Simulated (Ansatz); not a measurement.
# Al2Cu (Khatyrkite) in Ansatz: the effect of functional

The system is Al2Cu (Khatyrkite).

```
CELL_PARAMETERS angstrom
-3.03350 3.03350 2.43850
3.03350 -3.03350 2.43850
3.03350 3.03350 -2.43850
ATOMIC_POSITIONS crystal
Cu 0.25000 0.25000 0.00000
Cu 0.75000 0.75000 0.00000
Al 0.34190 0.15810 0.50000
Al 0.84190 0.34190 0.18380
Al 0.65810 0.84190 0.50000
Al 0.15810 0.65810 0.81620
```

Alike in all runs:

| Property | Result |
| --- | --- |
| Program | Ansatz 0.2.0 |
| Task | band structure |
| Potentials or basis | Ansatz PAW |
| k mesh | 7 × 7 × 7 |
| Occupations | fermi-dirac, width 0.05 eV |
| Spin | no spin polarisation |

```tsv
functional	cutoff	pressure (GPa)
LDA	420 eV (not typed: the program's choice for these potentials)	-6.4
PBE	420 eV (not typed: the program's choice for these potentials)	-0.3
PBEsol	420 eV (not typed: the program's choice for these potentials)	-3.5
RPBE	420 eV (not typed: the program's choice for these potentials)	?
revPBE	420 eV (not typed: the program's choice for these potentials)	1.5
BLYP	420 eV (not typed: the program's choice for these potentials)	3.9
r2SCAN	500 eV (not typed: the program's choice for these potentials)	-3.9
```

Problem. What does the run with functional RPBE give?

Solution. Pressure 2.1 GPa.

Caveats: the PAW data sets come from PBE, with cores solved anew for the run's functional, which leaves a small shift of forces and pressure (some runs).
